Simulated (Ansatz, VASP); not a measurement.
# Cross-check of BN between VASP and Ansatz, part 2 of 3

Wanted: the spread between two codes on one cell, functional and k mesh. The cell is taken from a series of runs on this material, whose earlier steps may have relaxed, scaled, displaced or heated it; both programs get it as it stands.

VASP 6.6.1 and Ansatz 0.2.0.

So far: The structure; Ansatz: zone-centre phonons, LDA, pair 1.

## (3) VASP: zone-centre phonons, LDA, pair 1

Level of this step: LDA; plane waves and PAW (B, N) (VASP).

The same cell, functional (in two slightly different forms) and mesh now go to VASP, with its own data sets.

Lines of VASP's logs that name or quote its potential files are left out, and so is its time.

Contents of INCAR:

```
SYSTEM = BN
PREC = Accurate
ENCUT = 600
EDIFF = 1E-08
NELM = 120
ISMEAR = 0
SIGMA = 0.01
LREAL = .FALSE.
ALGO = Normal
GGA = CA
NBANDS = 10
LORBIT = 11
LWAVE = .FALSE.
LCHARG = .FALSE.
ISIF = 2
IBRION = 8
LEPSILON = .TRUE.
LASPH = .TRUE.
GGA_COMPAT = .FALSE.
EFERMI = MIDGAP
KPAR = 2
```

Contents of POSCAR:

```
BN
1.0
   -0.0138789703      1.7939455982      1.7939455982
    1.7939455982     -0.0138789703      1.7939455982
    1.7939455982      1.7939455982     -0.0138789703
B N
1 1
Direct
    0.9999033894      0.9999033894      0.9999033894
    0.2500966106      0.2500966106      0.2500966106
```

Contents of KPOINTS:

```
Automatic mesh
0
Gamma
12 12 12
0 0 0
```

PAW data sets: B and N (LDA family, release 64).

Run with:

```sh
mpirun -np 2 vasp_std
```

Numbers of over 12 decimals in the logs are rounded to 6 here.

Log:

```text
[banner, memory and clock lines left out]
running    2 mpi-ranks, on    1 nodes
 distrk:  each k-point on    1 cores,    2 groups
 distr:  one band on    1 cores,    1 groups

 POSCAR found type information on POSCAR B N
 POSCAR found :  2 types and       2 ions
 LDA part: xc-table for (Slater(with rela. corr.)+CA(PZ))
 , standard interpolation
 POSCAR, INCAR and KPOINTS ok, starting setup
 FFT: planning ... GRIDC
 FFT: planning ... GRID_SOFT
 FFT: planning ... GRID
 WAVECAR not read
 entering main loop
       N       E                     dE             d eps       ncg     rms          rms(c)
DAV:   1     0.110735812077E+02    0.11074E+02   -0.54724E+03  3836   0.885E+02
DAV:   2    -0.200706012581E+02   -0.31144E+02   -0.30362E+02  4522   0.169E+02
DAV:   3    -0.205609086163E+02   -0.49031E+00   -0.48942E+00  4378   0.189E+01
DAV:   4    -0.205615303426E+02   -0.62173E-03   -0.62171E-03  4114   0.807E-01
DAV:   5    -0.205615309688E+02   -0.62628E-06   -0.62629E-06  4258   0.251E-02    0.655E+00
DAV:   6    -0.195547974169E+02    0.10067E+01   -0.33499E+00  3878   0.112E+01    0.310E+00
DAV:   7    -0.194424495193E+02    0.11235E+00   -0.91863E-02  4206   0.265E+00    0.177E+00
DAV:   8    -0.194104697694E+02    0.31980E-01   -0.49264E-02  4292   0.159E+00    0.180E-01
DAV:   9    -0.194103165736E+02    0.15320E-03   -0.89454E-04  4156   0.280E-01    0.807E-02
DAV:  10    -0.194103005321E+02    0.16041E-04   -0.46737E-05  4282   0.686E-02    0.137E-02
DAV:  11    -0.194103010137E+02   -0.48163E-06   -0.18298E-06  4198   0.985E-03    0.630E-03
DAV:  12    -0.194103009474E+02    0.66340E-07   -0.50315E-07  4162   0.444E-03    0.286E-04
DAV:  13    -0.194103009480E+02   -0.62118E-09   -0.84624E-09  2466   0.935E-04
   1 F= -.19410301E+02 E0= -.19410301E+02  d E =0.000000E+00
 Linear response reoptimize wavefunctions to high precision
DAV:   1    -0.194103009481E+02   -0.55934E-10   -0.27218E-10  2526   0.191E-04
 Linear response G [H, r] |phi>, progress :
  Direction:   1
       N       E                     dE             d eps       ncg     rms
RMM:   1    -0.358518904026E+02   -0.35852E+02   -0.18399E+01  8648   0.505E+01
RMM:   2    -0.306669436733E+02    0.51849E+01   -0.99140E-01  5999   0.889E+00
RMM:   3    -0.306679761520E+02   -0.10325E-02   -0.20361E-03  6422   0.371E-01
RMM:   4    -0.306679883170E+02   -0.12165E-04    0.40246E-05  6711   0.221E-02
RMM:   5    -0.306679929737E+02   -0.46567E-05    0.28374E-06  6547   0.173E-03
RMM:   6    -0.306679911622E+02    0.18116E-05    0.22063E-04  5674   0.302E-04
RMM:   7    -0.306679925826E+02   -0.14204E-05    0.75814E-05  4720   0.201E-04
RMM:   8    -0.306679917558E+02    0.82679E-06    0.84030E-05  4724   0.200E-04
RMM:   9    -0.306679927306E+02   -0.97481E-06    0.36385E-06  4495   0.200E-04
RMM:  10    -0.306679913316E+02    0.13990E-05    0.12238E-04  4002   0.200E-04
 Linear response G [H, r] |phi>, progress :
  Direction:   2
       N       E                     dE             d eps       ncg     rms
RMM:   1    -0.346477208167E+02   -0.34648E+02   -0.20605E+01  8891   0.481E+01
RMM:   2    -0.326277611502E+02    0.20200E+01   -0.59395E-01  6012   0.751E+00
RMM:   3    -0.326333983972E+02   -0.56372E-02   -0.54645E-04  6453   0.307E-01
RMM:   4    -0.326334528411E+02   -0.54444E-04    0.76251E-05  6856   0.178E-02
RMM:   5    -0.326334631767E+02   -0.10336E-04   -0.22377E-05  6717   0.139E-03
RMM:   6    -0.326334594532E+02    0.37235E-05   -0.34944E-05  5713   0.272E-04
RMM:   7    -0.326334606238E+02   -0.11706E-05    0.50516E-06  4897   0.198E-04
RMM:   8    -0.326334603115E+02    0.31230E-06    0.79624E-06  5085   0.199E-04
RMM:   9    -0.326334610337E+02   -0.72216E-06   -0.54584E-05  4946   0.199E-04
RMM:  10    -0.326334602707E+02    0.76297E-06    0.40794E-05  4450   0.199E-04
 Linear response G [H, r] |phi>, progress :
  Direction:   3
       N       E                     dE             d eps       ncg     rms
RMM:   1    -0.264538979263E+02   -0.26454E+02    0.64771E+01  8441   0.507E+01
RMM:   2    -0.251148977667E+02    0.13390E+01   -0.89601E-01  5993   0.850E+00
RMM:   3    -0.251177643393E+02   -0.28666E-02   -0.24783E-03  6451   0.371E-01
RMM:   4    -0.251177523673E+02    0.11972E-04    0.19466E-05  6774   0.234E-02
RMM:   5    -0.251177552041E+02   -0.28368E-05    0.19764E-06  6561   0.184E-03
RMM:   6    -0.251177552035E+02    0.59704E-09    0.20747E-06  5669   0.293E-04
RMM:   7    -0.251177552065E+02   -0.30299E-08    0.32830E-06  4717   0.177E-04
RMM:   8    -0.251177552296E+02   -0.23101E-07    0.27380E-06  4774   0.175E-04
RMM:   9    -0.251177552404E+02   -0.10793E-07    0.22919E-06  4530   0.175E-04
RMM:  10    -0.251177552399E+02    0.55033E-09    0.28512E-06  4016   0.175E-04
 Linear response to external field (no local field effect), progress :
  Direction:   1
       N       E                     dE             d eps       ncg     rms          rms(c)
RMM:   1    -0.130574445905E+00   -0.13057E+00   -0.39752E-01  8495   0.193E+00
RMM:   2    -0.131050352141E+00   -0.47591E-03   -0.31328E-04  6117   0.144E-01
RMM:   3    -0.131051039883E+00   -0.68774E-06   -0.39424E-07  6239   0.480E-03
RMM:   4    -0.131051041121E+00   -0.12381E-08   -0.87290E-10  5665   0.219E-04
 change of polarisation eV/A/(eV/A) component  1 :     0.262     0.041     0.010
[...]
RMM:   3    -0.881857689605E-01   -0.56611E-06   -0.33946E-07  6241   0.442E-03
RMM:   4    -0.881857698316E-01   -0.87103E-09   -0.97684E-10  5772   0.212E-04
 change of polarisation eV/A/(eV/A) component  3 :     0.010    -0.056     0.176
 dielectric tensor                  component  3 :     0.160    -0.872     3.732
 Linear response to external field, progress :
  Direction:   1
       N       E                     dE             d eps       ncg     rms          rms(c)
RMM:   1    -0.120183521736E+00   -0.12018E+00   -0.36281E-01 21687   0.186E+00
RMM:   2    -0.120616375262E+00   -0.43285E-03   -0.28121E-04 15394   0.139E-01    0.583E-01
RMM:   3    -0.118290591950E+00    0.23258E-02   -0.96903E-04 15183   0.240E-01    0.342E-01
RMM:   4    -0.122141774418E+00   -0.38512E-02   -0.14370E-03 15625   0.293E-01    0.368E-02
RMM:   5    -0.122604685285E+00   -0.46291E-03   -0.15227E-05 15910   0.315E-02    0.422E-03
RMM:   6    -0.122620075950E+00   -0.15391E-04   -0.29860E-08 16080   0.176E-03    0.223E-03
RMM:   7    -0.122629246377E+00   -0.91704E-05   -0.76754E-09 16057   0.857E-04    0.948E-05
RMM:   8    -0.122629459080E+00   -0.21270E-06   -0.75710E-11  9781   0.353E-05    0.346E-05
RMM:   9    -0.122629476239E+00   -0.17160E-07    0.10840E-11  9202   0.463E-05    0.322E-06
 change of polarisation eV/A/(eV/A) component  1 :     0.231     0.031    -0.033
 dielectric tensor                  component  1 :     4.581     0.474    -0.517
 Linear response to external field, progress :
  Direction:   2
       N       E                     dE             d eps       ncg     rms          rms(c)
RMM:   1    -0.120183471490E+00   -0.12018E+00   -0.36281E-01 21681   0.186E+00
RMM:   2    -0.120616363655E+00   -0.43289E-03   -0.28019E-04 15403   0.139E-01    0.583E-01
RMM:   3    -0.118290610247E+00    0.23258E-02   -0.96908E-04 15174   0.240E-01    0.342E-01
RMM:   4    -0.122141850702E+00   -0.38512E-02   -0.14374E-03 15623   0.293E-01    0.368E-02
RMM:   5    -0.122604775603E+00   -0.46292E-03   -0.15229E-05 15905   0.315E-02    0.422E-03
RMM:   6    -0.122620096609E+00   -0.15321E-04   -0.30423E-08 16075   0.175E-03    0.222E-03
RMM:   7    -0.122629264119E+00   -0.91675E-05   -0.78492E-09 16056   0.856E-04    0.957E-05
RMM:   8    -0.122629472973E+00   -0.20885E-06   -0.10928E-10  9792   0.352E-05    0.341E-05
RMM:   9    -0.122629489667E+00   -0.16694E-07   -0.10565E-11  9184   0.460E-05    0.313E-06
 change of polarisation eV/A/(eV/A) component  2 :     0.018     0.231    -0.021
 dielectric tensor                  component  2 :     0.274     4.581    -0.318
 Linear response to external field, progress :
  Direction:   3
       N       E                     dE             d eps       ncg     rms          rms(c)
RMM:   1    -0.120183861978E+00   -0.12018E+00   -0.36281E-01 21681   0.186E+00
RMM:   2    -0.120616370327E+00   -0.43251E-03   -0.28315E-04 15399   0.139E-01    0.583E-01
RMM:   3    -0.118290603722E+00    0.23258E-02   -0.96950E-04 15181   0.240E-01    0.342E-01
RMM:   4    -0.122141820879E+00   -0.38512E-02   -0.14375E-03 15623   0.293E-01    0.368E-02
RMM:   5    -0.122604762143E+00   -0.46294E-03   -0.15243E-05 15910   0.315E-02    0.422E-03
RMM:   6    -0.122620143389E+00   -0.15381E-04   -0.34552E-08 16083   0.176E-03    0.223E-03
RMM:   7    -0.122629309803E+00   -0.91664E-05   -0.74957E-09 16060   0.857E-04    0.948E-05
RMM:   8    -0.122629522541E+00   -0.21274E-06    0.22666E-11  9770   0.356E-05    0.345E-05
RMM:   9    -0.122629540157E+00   -0.17616E-07    0.41980E-11  9227   0.466E-05    0.319E-06
 change of polarisation eV/A/(eV/A) component  3 :     0.030    -0.033     0.231
 dielectric tensor                  component  3 :     0.469    -0.513     4.581
 Linear response DOF=           2
 Linear response progress:
  Degree of freedom:   1/  2
       N       E                     dE             d eps       ncg     rms          rms(c)
RMM:   1    -0.413161667433E-01   -0.41316E-01   -0.22575E-02 24454   0.135E+00
RMM:   2    -0.361135393081E-01    0.52026E-02   -0.58621E-04 14634   0.242E-01    0.145E-01
RMM:   3    -0.360856612424E-01    0.27878E-04   -0.95985E-05 15295   0.761E-02    0.812E-02
RMM:   4    -0.363613776846E-01   -0.27572E-03   -0.13065E-04 15334   0.864E-02    0.762E-03
RMM:   5    -0.363547243953E-01    0.66533E-05   -0.22563E-07 15690   0.636E-03    0.207E-03
RMM:   6    -0.363506741820E-01    0.40502E-05   -0.15103E-06 15765   0.126E-03    0.475E-04
RMM:   7    -0.363481496532E-01    0.25245E-05   -0.29562E-07 15929   0.418E-04    0.482E-05
RMM:   8    -0.363480903747E-01    0.59279E-07   -0.34378E-07 16206   0.389E-05    0.236E-05
RMM:   9    -0.363480868079E-01    0.35668E-08   -0.35323E-07 15886   0.117E-05    0.645E-07
RMM:  10    -0.363480835027E-01    0.33052E-08   -0.35526E-07 11246   0.482E-06    0.314E-07
RMM:  11    -0.363480826775E-01    0.82525E-09   -0.35347E-07  9849   0.486E-06    0.577E-08
 first order change of Fermi-energy  -0.30338E+01
 force on displaced ion       1 direction 1 : -24.622  -0.506  -0.506
 Born effective charge ion    1 direction 1 :   1.882  -0.007  -0.007
 Linear response progress:
  Degree of freedom:   2/  2
       N       E                     dE             d eps       ncg     rms          rms(c)
RMM:   1    -0.229497510095E+00   -0.22950E+00    0.10568E-01 19470   0.332E+00
RMM:   2    -0.223756299091E+00    0.57412E-02   -0.20761E-03 14674   0.440E-01    0.227E-01
RMM:   3    -0.224728428022E+00   -0.97213E-03   -0.39151E-04 14263   0.157E-01    0.123E-01
RMM:   4    -0.226732198500E+00   -0.20038E-02   -0.37093E-04 13809   0.153E-01    0.229E-02
RMM:   5    -0.226785854905E+00   -0.53656E-04   -0.83341E-06 15828   0.227E-02    0.850E-04
RMM:   6    -0.226793260863E+00   -0.74060E-05   -0.20671E-07 15688   0.109E-03    0.408E-04
RMM:   7    -0.226791182638E+00    0.20782E-05   -0.64023E-08 16006   0.360E-04    0.623E-05
RMM:   8    -0.226791041694E+00    0.14094E-06   -0.75647E-08 15952   0.422E-05    0.208E-05
RMM:   9    -0.226790988992E+00    0.52702E-07   -0.75588E-08 16452   0.266E-05    0.207E-06
RMM:  10    -0.226790971422E+00    0.17570E-07   -0.75071E-08 14658   0.134E-05    0.568E-07
RMM:  11    -0.226790971949E+00   -0.52717E-09   -0.72888E-08 11035   0.128E-05    0.490E-08
 first order change of Fermi-energy   0.30344E+01
 force on displaced ion       2 direction 1 : -24.617  -0.505  -0.505
 Born effective charge ion    2 direction 1 :  -1.881   0.007   0.007
 Born effective charges drift removed
 Linear response finished
```

From OUTCAR (step 3):

```text
ion  position               nearest neighbor table
   1  1.000  1.000  1.000-   2 1.55   2 1.56   2 1.56   2 1.56
   2  0.250  0.250  0.250-   1 1.55   1 1.56   1 1.56   1 1.56

  LATTYP: Found a trigonal (rhomboedric) cell.
 ALAT       =     2.5370601578
 COS(alpha) =     0.4922487070

 Subroutine GETGRP returns: Found  6 space group operations
 (whereof  6 operations were pure point group operations)

The static configuration has the point symmetry C_3v.

 Found    189 irreducible k-points:

   k-points           NKPTS =    189   k-points in BZ     NKDIM =    189   number of bands    NBANDS=     10

   dimension x,y,z NGX =    20 NGY =   20 NGZ =   20
   dimension x,y,z NGXF=    40 NGYF=   40 NGZF=   40

   ENCUT  =  600.0 eV  44.10 Ry    6.64 a.u.   5.07  5.07  5.07*2*pi/ulx,y,z

   NELECT =       8.0000    total number of electrons

 k-points in reciprocal lattice and weights: Automatic mesh
   0.00000000  0.00000000  0.00000000       0.001
   0.08333333 -0.00000000 -0.00000000       0.003
   0.16666667  0.00000000  0.00000000       0.003
   0.25000000  0.00000000  0.00000000       0.003
   0.33333333  0.00000000  0.00000000       0.003
   0.41666667  0.00000000  0.00000000       0.003
   0.50000000  0.00000000  0.00000000       0.002
   0.08333333  0.08333333 -0.00000000       0.003
   0.16666667  0.08333333  0.00000000       0.007
[...]
-0.41666667  0.50000000  0.41666667       0.003
   0.50000000  0.50000000  0.50000000       0.001

 average (electrostatic) potential at core
       1 -29.4189       2 -59.9794

  Total       -0.4490712     -0.4490712     -0.4490712      0.2586066      0.2586066      0.2586066
  in kB      -61.5966655    -61.5966655    -61.5966655     35.4716716     35.4716716     35.4716716
  external PRESSURE =     -61.5966655 kB  Pullay stress =       0.0000000 kB

  energy-cutoff  :      600.00
  volume of cell :       11.68
      direct lattice vectors                 reciprocal lattice vectors
    -0.013878970  1.793945598  1.793945598    -0.275501483  0.277649535  0.277649535
     1.793945598 -0.013878970  1.793945598     0.277649535 -0.275501483  0.277649535
     1.793945598  1.793945598 -0.013878970     0.277649535  0.277649535 -0.275501483

 POSITION                                       TOTAL-FORCE (eV/Angst)
 -----------------------------------------------------------------------------------
      3.57367      3.57367      3.57367        -0.002089     -0.002089     -0.002089
      0.89385      0.89385      0.89385         0.002089      0.002089      0.002089
 -----------------------------------------------------------------------------------
    total drift:                                0.000004      0.000004      0.000004

 MACROSCOPIC STATIC DIELECTRIC TENSOR (including local field effects in DFT)
 ------------------------------------------------------
           4.581193    -0.021939    -0.021939
          -0.021939     4.581193    -0.021939
          -0.021939    -0.021939     4.581193
 ------------------------------------------------------

 PIEZOELECTRIC TENSOR (including local field effects)  for field in x, y, z        (C/m^2)
          XX          YY          ZZ          XY          YZ          ZX
  --------------------------------------------------------------------------------
  x    -0.00401     0.00728     0.00728     0.00469    -1.02955     0.00469
  y     0.00728    -0.00401     0.00728     0.00469     0.00469    -1.02955
  z     0.00728     0.00728    -0.00401    -1.02955     0.00469     0.00469

 BORN EFFECTIVE CHARGES (including local field effects) (in |e|, cummulative output)
 ---------------------------------------------------------------------------------
 ion    1
    1     1.88163    -0.00669    -0.00669
    2    -0.00669     1.88163    -0.00669
    3    -0.00669    -0.00669     1.88163
 ion    2
    1    -1.88163     0.00669     0.00669
    2     0.00669    -1.88163     0.00669
    3     0.00669     0.00669    -1.88163

 Eigenvectors and eigenvalues of the dynamical matrix
 ----------------------------------------------------

   1 f  =   32.044339 THz   201.340521 2PiTHz 1068.884101 cm-1   132.524679 meV
             X         Y         Z           dx          dy          dz
      3.573667  3.573667  3.573667    -0.433727   -0.433727   -0.433727
      0.893848  0.893848  0.893848     0.381069    0.381069    0.381069

   2 f  =   31.081804 THz   195.292733 2PiTHz 1036.777377 cm-1   128.543954 meV
             X         Y         Z           dx          dy          dz
      3.573667  3.573667  3.573667    -0.588027    0.445084    0.142943
      0.893848  0.893848  0.893848     0.516688   -0.391087   -0.125601

   3 f  =   31.081804 THz   195.292733 2PiTHz 1036.777377 cm-1   128.543954 meV
             X         Y         Z           dx          dy          dz
      3.573667  3.573667  3.573667     0.174442    0.422026   -0.596467
      0.893848  0.893848  0.893848    -0.153279   -0.370826    0.524104

   4 f/i=    0.000787 THz     0.004943 2PiTHz    0.026243 cm-1     0.003254 meV
             X         Y         Z           dx          dy          dz
      3.573667  3.573667  3.573667     0.093960   -0.506571    0.412612
      0.893848  0.893848  0.893848     0.106933   -0.576513    0.469581

   5 f/i=    0.000787 THz     0.004943 2PiTHz    0.026243 cm-1     0.003254 meV
             X         Y         Z           dx          dy          dz
      3.573667  3.573667  3.573667    -0.530691    0.183974    0.346717
      0.893848  0.893848  0.893848    -0.603963    0.209375    0.394588

   6 f/i=    0.002421 THz     0.015211 2PiTHz    0.080753 cm-1     0.010012 meV
             X         Y         Z           dx          dy          dz
      3.573667  3.573667  3.573667     0.381069    0.381069    0.381069
      0.893848  0.893848  0.893848     0.433727    0.433727    0.433727

 MACROSCOPIC STATIC DIELECTRIC TENSOR IONIC CONTRIBUTION
 ------------------------------------------------------
           2.230390    -0.060371    -0.060371
          -0.060371     2.230390    -0.060371
          -0.060371    -0.060371     2.230390
 ------------------------------------------------------

 ELASTIC MODULI CONTR FROM IONIC RELAXATION (kBar)
 Direction    XX          YY          ZZ          XY          YZ          ZX
 --------------------------------------------------------------------------------
 XX          -1.9822     -1.9476     -1.9476     -5.1557     -5.7505     -5.0840
 YY          -1.9476     -1.9822     -1.9476     -5.0840     -5.1557     -5.7505
 ZZ          -1.9476     -1.9476     -1.9822     -5.7505     -5.0840     -5.1557
 XY          -5.1557     -5.0840     -5.7505    -22.2294    -10.6369    -10.6369
 YZ          -5.7505     -5.1557     -5.0840    -10.6369    -22.2294    -10.6369
 ZX          -5.0840     -5.7505     -5.1557    -10.6369    -10.6369    -22.2294
 --------------------------------------------------------------------------------

 PIEZOELECTRIC TENSOR IONIC CONTR  for field in x, y, z        (C/m^2)
          XX          YY          ZZ          XY          YZ          ZX
  --------------------------------------------------------------------------------
  x     0.04051     0.03213     0.03213     0.05283     0.19675     0.03548
  y     0.03213     0.04051     0.03213     0.03548     0.05283     0.19675
  z     0.03213     0.03213     0.04051     0.19675     0.03548     0.05283
```

## (4) Side by side

Known differences besides the potentials themselves: the two LDA forms differ slightly; fixed occupations in Ansatz, narrow Gaussian smearing in VASP; the cutoff is 420 eV in Ansatz and 600 eV in VASP; VASP's log shows a relativistic correction to its local exchange, Ansatz's none. Total energies have different zeros and are not compared.

Both answers:

```tsv
quantity	Ansatz	VASP	difference
ε∞ xx	4.58	4.58	+0.06 %
ε∞ yy	4.58	4.58	+0.06 %
ε∞ zz	4.58	4.58	+0.06 %
Born charge of B1 (mean of the diagonal) (e)	1.89	1.88	0.00
Born charge of N2 (mean of the diagonal) (e)	-1.89	-1.88	0.00
optical mode 1 to 2 (cm⁻¹)	1032.0	1036.8	-0.46 %
optical mode 3 (cm⁻¹)	1064.1	1068.9	-0.45 %
```

Modes are paired by rising frequency, not by their patterns, so a pair may set unlike modes beside each other; they are those without the splitting of longitudinal modes.

[end of part 2 of 3]

[Lines on the potential files, build, host, timing and source positions are cut from VASP's logs without a mark.]

[Logs are printed without paths, hosts, clocks, repeated set-up lines and the standing remarks that a program may print on its own settings, such as how far it seeks lower states.]

[Hosts, paths, dates, database ids (printed as entryN), source tags and the programs' standing remarks are cut or masked in the printed files.]
